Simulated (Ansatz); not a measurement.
## Ni (hcp): energy against volume

These are results of DFT, RPBE, plane waves (420 eV) with PAW, scalar-relativistic in Ansatz 0.2.0, not measurements. The PAW files were generated under PBE, with cores re-solved for the functional.

The cell is scaled uniformly from the relaxed one, with fractional coordinates and shape fixed. Energies are extrapolated to zero smearing, pressures are those at the given smearing. Magnetic state: spin not included. It is not the lowest magnetic state of this structure.

A Birch-Murnaghan fit gives V₀ = 11.18 Å³/atom, B₀ = 181 GPa, B₀′ = 4.9.

Problem. What are the energy above the minimum and the pressure at 9.865 Å³/atom?

Solution. 112.7 meV/atom and 31.50 GPa as computed.

Problem. What are the energy above the minimum and the pressure at 11.659 Å³/atom?

Solution. 10.5 meV/atom and -6.38 GPa as computed.

Problem. What are the energy above the minimum and the pressure at 12.107 Å³/atom?

Solution. 36.9 meV/atom and -11.42 GPa as computed.
